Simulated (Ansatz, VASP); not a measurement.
In: VASP beside Ansatz

```
In
1.0
    -1.62813    1.62813    2.47712
     1.62813   -1.62813    2.47712
     1.62813    1.62813   -2.47712
In
1
Direct
  0.00000 0.00000 0.00000
```

Alike in both runs: task single point; functional r2SCAN; k mesh 14 × 14 × 14; occupations gaussian, width 0.1073 eV; no spin polarisation.

|  | VASP | Ansatz |
| --- | --- | --- |
| version | VASP 6.6.1 | Ansatz 0.2.0 |
| potentials or method | VASP PAW PBE potentials, release 64 (In_d) | PAW plane waves |
| plane-wave cutoff (eV) | 520 | 500 |
| valence electrons in the cell | 13 | 13 |

|  | VASP | Ansatz | Ansatz less VASP |
| --- | --- | --- | --- |
| pressure (GPa) | 0.0 | 0.0 | -0.02 |
| largest component of the traceless stress (GPa) | 0.40 | 0.40 | -0.002 |

The functional is the same, so the differences come from potentials, cutoffs and numerics.

Caveats: the PAW data sets were made with another functional, which shifts forces and pressure a little (VASP).
